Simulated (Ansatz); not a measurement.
Method: DFT PBE, scalar-relativistic, plane waves, PAW in Ansatz 0.2.0. All cells share a 420 eV cutoff and Γ-centred k meshes spaced at most about 0.3 Å⁻¹ (about 0.25 or finer for metals, 2π included). No spin polarisation.

Temperature and zero-point effects are left out.

Question: Order these relaxed structures of Hg2Se by energy, lowest first, with the energy over the lowest of them.
A.

```xyz
6
Lattice="-2.7633 2.7633 7.2873 2.7633 -2.7633 7.2873 2.7633 2.7633 -7.2873" Properties=species:S:1:pos:R:3 pbc="T T T"
Hg    0.0000    0.0000    3.4873
Hg    0.0000    2.7633    7.1309
Hg    0.0000    2.7633    0.1564
Hg    0.0000    0.0000   11.0872
Se    0.0000    0.0000    0.0000
Se    0.0000    2.7633    3.6436
```

B.

```xyz
3
Lattice="0.0000 3.4899 3.4899 3.4899 0.0000 3.4899 3.4899 3.4899 0.0000" Properties=species:S:1:pos:R:3 pbc="T T T"
Hg    1.7449    1.7449    1.7449
Hg    5.2348    5.2348    5.2348
Se    0.0000    0.0000    0.0000
```

Answer: A (0 meV/atom), B (49 meV/atom). Forms: A I4_1/amd; B anti-fluorite type, Fm-3m. Counting Se atoms around Hg (those within 1.25 times the shortest such distance or 1.15 times the sum of covalent radii; the shortest distance is added where it is long for a bond): A has Hg 2; B has Hg 4 from 3.0 Å. Both come from invented guesses. The lowest form computed isn't among them: it has the anti-cadmium iodide type, space group P-3m1 (No. 164), 25.5 Å³/atom and lies 75 meV/atom below the best shown. Even the lowest of the cells shown lies +0.04 eV/atom against the elements.

No dispersion correction is applied, so the spacing and binding between layers, chains or molecules are poorly described (I4_1/amd), and this can change margins and order among such cells. Spin–orbit coupling, which can matter for Hg, is left out. Cells relaxed within their symmetry can be saddle points. Some types were kept out of the candidates beforehand, so the set may lack a known form.
